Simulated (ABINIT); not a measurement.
The system is BN.

```
N B
1.0
     0.00000    1.81300    1.81300
     1.81300    0.00000    1.81300
     1.81300    1.81300    0.00000
N B
1 1
Direct
  0.25000 0.25000 0.25000
  0.00000 0.00000 0.00000
```

The cell is a database's computed one.

Base run:

```yaml
Program: ABINIT 10.8.3 (patched build)
Functional: WC
Potentials_or_basis: JTH PAW PBE v2.0
Cutoff: 844 eV
k_mesh: 13 × 13 × 13
Occupations: fermi-dirac, width 0.05 eV
Spin: no spin polarisation
```

Its results: band gap on the k mesh 4.39 eV, indirect (least direct gap 8.73 eV); pressure -6.3 GPa.

**Question.** After a change of settings the same cell gave: band gap on the k mesh 4.41 eV, indirect (least direct gap 8.64 eV); pressure -13.6 GPa. Which change was it?
A. functional from WC to revPBE
B. functional from WC to PBEsol
C. functional from WC to LDA
D. functional from WC to r2SCAN

**Answer.** C.

LDA binds more tightly than WC, so the same cell stands under less pressure.

Caveats: the PAW data sets were made with another functional, which shifts forces and pressure a little; an odd mesh through Γ misses points on the zone boundary, where band edges often lie.

Runs at the PBE level aren't shown here.
